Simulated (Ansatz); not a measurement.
# PtS2: the cost of one run

Method: reference: DFT, HSE06, plane waves, PAW, in Ansatz 0.2.0.

1 further run of the same task is left out (for a known fault of the program).

## 1. Starting point

The structure is cubic, space group Fm-3m (No. 225). Conventional cell: a = 5.952 Å, b = 5.952 Å, c = 5.952 Å, α = 90.00°, β = 90.00°, γ = 90.00°. Around Pt (site symmetry m-3m) lie 8 S at 2.58 Å. Around S (site symmetry -43m) lie 4 Pt at 2.58 Å.

As a file:

```xyz
3
Lattice="0.0000 2.9758 2.9758 2.9758 0.0000 2.9758 2.9758 2.9758 0.0000" Properties=species:S:1:pos:R:3 pbc="T T T"
Pt    0.0000    0.0000    0.0000
S     1.4879    1.4879    1.4879
S     4.4637    4.4637    4.4637
```

## 2. Baseline

The input, input.yaml:

```yaml
crystal:
  lattice:
    - [0.0, 2.9757935506, 2.9757935506]
    - [2.9757935506, 0.0, 2.9757935506]
    - [2.9757935506, 2.9757935506, 0.0]
  atoms:
    - { symbol: Pt, position: [0.0, 0.0, 0.0] }
    - { symbol: S, position: [0.25, 0.25, 0.25] }
    - { symbol: S, position: [0.75, 0.75, 0.75] }
kpoints:
  mp_grid: { grid: [4, 4, 4] }
hamiltonian:
  xc: hse06
scf:
  occupations: { method: fermi_dirac, width: 0.02 }
  n_extra_bands: 4
output:
  forces: true
  stress: true
  eigenvalues: true
  write_density: true
  write_potential: true
  elf: true
  volumetric_format: npy
```

Run with:

```sh
> ansatz run input.yaml --threads 4 --pin off --max-ram 3686MiB --backend cpu --events-out ev --progress --plain --runs-dir out
```

**Question.** How long does this run take on 4 threads of Arm Neoverse N1, shared host, and how much memory does it need?

About 11 s, with a peak of 0.73 GiB.
